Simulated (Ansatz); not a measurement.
**MnS in Ansatz: the effect of Hubbard term**

MnS:

```
Mn S
1.0
     0.00000    2.60450    2.60450
     2.60450    0.00000    2.60450
     2.60450    2.60450    0.00000
Mn S
1 1
Direct
  0.00000 0.00000 0.00000
  0.50000 0.50000 0.50000
```

Alike in all runs:

* Program: Ansatz 0.2.0
* Task: density of states
* Functional: PBE
* Potentials or basis: all-electron LAPW, scalar-relativistic
* Cutoff: 217 eV
* Density cutoff: 866 eV
* Basis error allowed: 0.001 eV/atom
* k mesh: 7 × 7 × 7
* Occupations: fermi-dirac, width 0.05 eV
* Spin: collinear spin, ferromagnetic start
* Starting moments: [4.0, 0.0] μB

Question: One run gave: gap on the mesh 1.23 eV; pressure 6.0 GPa. Which Hubbard term did it use?
A. none
B. Mn d U = 6 eV
C. Mn d U = 2 eV
D. Mn d U = 5 eV
E. Mn d U = 3 eV

Answer: D.

| Hubbard term | gap on the mesh (eV) | pressure (GPa) |
| --- | --- | --- |
| none | none | -3.2 |
| Mn d U = 2 eV | none | 2.7 |
| Mn d U = 3 eV | 0.58 | 4.1 |
| Mn d U = 4 eV | 1.04 | 5.1 |
| Mn d U = 5 eV | 1.23 | 6.0 |
| Mn d U = 6 eV | 1.28 | 7.0 |
| Mn d U = 8 eV | 1.34 | 8.7 |

Caveats: a cell with one magnetic atom can't hold antiferromagnetic order, which such compounds often take; the magnetic state may not be the lowest (some runs); U is the effective U less J, on atomic orbitals that reach past the spheres (some runs); an odd mesh through Γ misses points on the zone boundary, where band edges often lie (some runs); the k mesh is thin for a metal, which can move the energy by tens of meV per atom (some runs); semilocal functionals often make such compounds metallic where correlation or magnetic order opens a gap, which also shifts bond lengths (some runs).

A gap of «none» marks a metal or a gap under the smearing width.

Not every run made on this cell is shown here.
